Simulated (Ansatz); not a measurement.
# BP (F-43m): zero-pressure volume and bulk modulus with PBEsol

The task here is to estimate one member of a computed series from the others.

Method: DFT PBEsol, scalar-relativistic, plane waves, PAW, in Ansatz 0.2.0.

1 further run of the same task is left out (set aside as unsound or not needed). Runs told in other sessions of the task aren't counted.

## The system as given

It takes space group F-43m (No. 216, cubic). Conventional cell: a = 4.538 Å, b = 4.538 Å, c = 4.538 Å, α = 90.00°, β = 90.00°, γ = 90.00°. B (site symmetry -43m) has 4 P at 1.97 Å in its first shell of neighbours. Around P (site symmetry -43m) lie 4 B at 1.97 Å.

As a file:

```cif
data_structure
_symmetry_space_group_name_H-M 'F-43m'
_symmetry_Int_Tables_number 216
_cell_length_a 4.5380
_cell_length_b 4.5380
_cell_length_c 4.5380
_cell_angle_alpha 90.000
_cell_angle_beta 90.000
_cell_angle_gamma 90.000
_cell_volume 93.45
loop_
_atom_site_label
_atom_site_type_symbol
_atom_site_symmetry_multiplicity
_atom_site_Wyckoff_symbol
_atom_site_fract_x
_atom_site_fract_y
_atom_site_fract_z
_atom_site_occupancy
B1 B 4 a 0.00000 0.00000 0.00000 1
P1 P 4 c 0.25000 0.25000 0.25000 1
```

At PBE, an earlier run found 1.15 GPa for this cell of 11.682 Å³/atom (8×8×8 mesh), gap on the mesh 1.27 eV.

The first run:

Contents of input.yaml:

```yaml
crystal:
  lattice:
    - [0.0, 2.2690012231, 2.2690012231]
    - [2.2690012231, 0.0, 2.2690012231]
    - [2.2690012231, 2.2690012231, 0.0]
  atoms:
    - { symbol: B, position: [0.0, 0.0, 0.0] }
    - { symbol: P, position: [0.75, 0.75, 0.75] }
basis:
  ecutwfc: 420
  ecutrho_ratio: 4
kpoints:
  mp_grid: { grid: [8, 8, 8] }
hamiltonian:
  xc: pbesol
scf:
  occupations: { method: gaussian, width: 0.05 }
output:
  forces: true
  stress: true
  eigenvalues: true
```

Launch:

```sh
ansatz run input.yaml --threads 4 --pin off --max-ram 8192MiB --backend cpu --events-out ev --progress --plain --runs-dir out
```

Steps of the session up to this table: At the given cell; Stepping to 11.530 Å³/atom; Stepping to 11.545 Å³/atom; Volume × 0.98 of the new zero; Volume × 1.02 of the new zero; Volume × 0.96 of the new zero; Volume × 1.04 of the new zero.

One of the session's tables, all rows but one given; the rest of the session is left out.

It belongs to the step «Energy and pressure against volume». 

```
volume (Å³/atom)  energy (meV/atom)  pressure (GPa)
          11.084              10.44            7.47
          11.315                  ?               ?
          11.545               0.00            0.00
          11.776               2.35           -3.23
          12.007               9.15           -6.17
```

Q: Estimate the row for volume (Å³/atom) = 11.315 from the others.

Worked estimate for «energy (meV/atom)». A straight line through the neighbours (11.084, 10.44) and (11.545, 0.00) gives 10.44 + (0.00 − 10.44) × (11.315 − 11.084) / (11.545 − 11.084) = 5.21; a parabola fitted to 3 rows on both sides gives 2.69.

The run gave: energy (meV/atom): 2.53; pressure (GPa): 3.56. In «energy (meV/atom)» the line misses by +2.68 and the parabola by +0.16.
